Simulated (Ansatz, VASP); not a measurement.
This is a calculation of TiO2 for Ansatz 0.2.0.

input.yaml

```yaml
crystal:
  lattice:
    - [4.8126997814, 0.0, 0.0]
    - [0.0, 4.87188446, 0.0]
    - [-0.8628854487, 0.0, 4.9665942755]
  atoms:
    - { symbol: Ti, position: [0.27743526, 0.05280836, 0.21314827] }
    - { symbol: Ti, position: [0.72256474, 0.55280836, 0.28685173] }
    - { symbol: Ti, position: [0.72256474, 0.94719164, 0.78685173] }
    - { symbol: Ti, position: [0.27743526, 0.44719164, 0.71314827] }
    - { symbol: O, position: [0.06383822, 0.17696552, 0.85155674] }
    - { symbol: O, position: [0.93616178, 0.67696552, 0.64844326] }
    - { symbol: O, position: [0.93616178, 0.82303448, 0.14844326] }
    - { symbol: O, position: [0.06383822, 0.32303448, 0.35155674] }
    - { symbol: O, position: [0.44536099, 0.75763174, 0.46677186] }
    - { symbol: O, position: [0.55463901, 0.25763174, 0.03322814] }
    - { symbol: O, position: [0.55463901, 0.24236826, 0.53322814] }
    - { symbol: O, position: [0.44536099, 0.74236826, 0.96677186] }
hamiltonian:
  xc: pbe
  pseudopotentials: { kind: paw }
kpoints:
  mp_grid: { grid: [5, 5, 5] }
  band_path:
    path:
      - [[0.0, 0.0, 0.0], [0.0, 0.0, 0.5], [-0.4309152065, 0.0, 0.5772602652], [-0.5, 0.0, 0.5], [-0.5, 0.5, 0.5], [-0.5690847935, 0.5, 0.4227397348], [-0.5, 0.5, 0.0], [-0.5, 0.0, 0.0], [-0.5690847935, 0.0, 0.4227397348]]
      - [[-0.4309152065, 0.5, 0.5772602652], [0.0, 0.5, 0.5], [0.0, 0.5, 0.0]]
      - [[0.0, 0.0, 0.5], [0.0, 0.5, 0.5]]
    npoints: 10
scf:
  occupations: { method: fermi_dirac, width: 0.05 }
  n_extra_bands: 30
output:
  forces: true
  stress: true
  eigenvalues: true
  fatbands: false
```

Potentials or basis: Ansatz PAW.

The run is started by

```sh
$ ansatz run input.yaml --threads 4 --pin off --max-ram 11264MiB --backend cpu --events-out ev --progress --plain --runs-dir out
```

Task: Set up the same calculation for VASP 6.6.1. Potentials there: VASP PAW PBE potentials, release 64 (Ti_sv, O).

Result: As run (the cutoff follows the program's own potentials):

INCAR

```
ALGO     = Normal         # electronic algorithm
EDIFF    = 1E-6           # SCF threshold, eV
ENCUT    = 900            # plane-wave cutoff, eV
GGA      = PE             # functional
ISIF     = 2              # what is computed and relaxed
ISMEAR   = -1             # smearing method
LASPH    = T              # aspherical terms in the spheres
LCHARG   = F              # write CHGCAR
LMAXMIX  = 4              # l up to which the mixer works
LREAL    = F              # projectors in reciprocal space
LWAVE    = F              # write WAVECAR
NELM     = 60             # most SCF steps
PREC     = Accurate       # precision mode
SIGMA    = 0.05           # smearing width, eV
```

KPOINTS

```
k-points
0
Gamma
  5 5 5
```

The input POSCAR:

```
TiO2
1.0
    4.8126997814      0.0000000000      0.0000000000
    0.0000000000      4.8718844600      0.0000000000
   -0.8628854487      0.0000000000      4.9665942755
Ti O
4 8
Direct
    0.2774352600      0.0528083600      0.2131482700
    0.7225647400      0.5528083600      0.2868517300
    0.7225647400      0.9471916400      0.7868517300
    0.2774352600      0.4471916400      0.7131482700
    0.0638382200      0.1769655200      0.8515567400
    0.9361617800      0.6769655200      0.6484432600
    0.9361617800      0.8230344800      0.1484432600
    0.0638382200      0.3230344800      0.3515567400
    0.4453609900      0.7576317400      0.4667718600
    0.5546390100      0.2576317400      0.0332281400
    0.5546390100      0.2423682600      0.5332281400
    0.4453609900      0.7423682600      0.9667718600
```

Contents of KPOINTS_OPT:

```
path GYHCEM1AXH1,MDZ,YD
20
line-mode
reciprocal
 0.0000000000  0.0000000000  0.0000000000  G
 0.0000000000  0.0000000000  0.5000000000  Y

 0.0000000000  0.0000000000  0.5000000000  Y
-0.4309152065  0.0000000000  0.5772602652  H

-0.4309152065  0.0000000000  0.5772602652  H
-0.5000000000  0.0000000000  0.5000000000  C

-0.5000000000  0.0000000000  0.5000000000  C
-0.5000000000  0.5000000000  0.5000000000  E

-0.5000000000  0.5000000000  0.5000000000  E
-0.5690847935  0.5000000000  0.4227397348  M1

-0.5690847935  0.5000000000  0.4227397348  M1
-0.5000000000  0.5000000000  0.0000000000  A

-0.5000000000  0.5000000000  0.0000000000  A
-0.5000000000  0.0000000000  0.0000000000  X

-0.5000000000  0.0000000000  0.0000000000  X
-0.5690847935  0.0000000000  0.4227397348  H1

-0.4309152065  0.5000000000  0.5772602652  M
 0.0000000000  0.5000000000  0.5000000000  D

 0.0000000000  0.5000000000  0.5000000000  D
 0.0000000000  0.5000000000  0.0000000000  Z

 0.0000000000  0.0000000000  0.5000000000  Y
 0.0000000000  0.5000000000  0.5000000000  D
```

Potentials or basis: VASP PAW PBE potentials, release 64 (Ti_sv, O).

Launch:

```console
$ cat potpaw_PBE.64/Ti_sv/POTCAR potpaw_PBE.64/O/POTCAR > POTCAR
$ mpirun -np 1 vasp_std > vasp.out
```

Both were run:

|  | VASP | Ansatz | Ansatz less VASP |
| --- | --- | --- | --- |
| gap on the k mesh at the Fermi level (eV) | 2.32 | 2.34 | +0.018 |
| least direct gap on the mesh (eV) | 2.37 | 2.39 | +0.018 |
| gap along the band path (eV) | 2.28 | 2.30 | +0.018 |
| pressure (GPa) | 5.0 | 4.1 | -0.95 |
| largest component of the traceless stress (GPa) | 0.11 | 0.13 | +0.024 |
| rms of the force components (eV/Å) | 0.047 | 0.051 | +0.0032 |

Atom by atom the forces differ by 0.020 eV/Å (rms over components).

Caveats: the pressure holds a Pulay correction of +0.8 GPa for the finite cutoff (Ansatz).
